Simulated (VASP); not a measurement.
Here is a VASP 6.6.1 calculation.

POSCAR

```
KCl
1.0
    0.0000000000      3.1464700000      3.1464700000
    3.1464700000      0.0000000000      3.1464700000
    3.1464700000      3.1464700000      0.0000000000
K Cl
1 1
Direct
    0.0000000000      0.0000000000      0.0000000000
    0.5000000000      0.5000000000      0.5000000000
```

The input INCAR.step1:

```
SYSTEM = KCl
PREC = Accurate
ENCUT = 500
EDIFF = 1E-8
ISMEAR = 0
SIGMA = 0.01
LREAL = .FALSE.
LASPH = .TRUE.
NELM = 60
ALGO = Fast
LWAVE = .TRUE.
LCHARG = .FALSE.
GGA = PE
KPAR = 4
```

File INCAR.step2:

```
SYSTEM = KCl
PREC = Accurate
ENCUT = 500
EDIFF = 1E-8
ISMEAR = 0
SIGMA = 0.01
LREAL = .FALSE.
LASPH = .TRUE.
NELM = 1
ALGO = Exact
LWAVE = .TRUE.
LCHARG = .FALSE.
GGA = PE
NBANDS = 267
LOPTICS = .TRUE.
ISTART = 1
KPAR = 4
```

File INCAR.step3:

```
SYSTEM = KCl
PREC = Accurate
ENCUT = 500
EDIFF = 1E-8
ISMEAR = 0
SIGMA = 0.01
LREAL = .FALSE.
LASPH = .TRUE.
ALGO = EVGW0
LWAVE = .FALSE.
LCHARG = .FALSE.
GGA = PE
NELMGW = 1
NBANDS = 267
ENCUTGW = 150
NOMEGA = 50
PRECFOCK = Fast
ISTART = 1
NBANDSGW = 16
KPAR = 4
```

KPOINTS

```
regular mesh
0
G
  4 4 4
  0 0 0
```

Potentials or basis: VASP PAW PBE potentials, release 64 (K_sv_GW, Cl_GW).

The run is started by

```sh
$ cat potpaw_PBE.64/K_sv_GW/POTCAR potpaw_PBE.64/Cl_GW/POTCAR > POTCAR
$ cp INCAR.step1 INCAR
$ mpirun -np 4 vasp_std > vasp.out
$ cp INCAR.step2 INCAR
$ mpirun -np 4 vasp_std > vasp.out
$ cp INCAR.step3 INCAR
$ mpirun -np 4 vasp_std > vasp.out
```

(1) What does it give for the quasiparticle gap?

(2) Estimate the least direct quasiparticle gap.

(3) What does it give for the band gap on the k mesh, mean-field level?

## Answers

(1) 7.99 eV.

(2) 7.99 eV.

(3) 5.19 eV, direct.

Caveat: the k mesh is coarse (spacing up to 0.43 Å⁻¹), so the values aren't converged; bands, screening cutoff and mesh are small and nothing is extrapolated, so the quasiparticle values aren't converged.
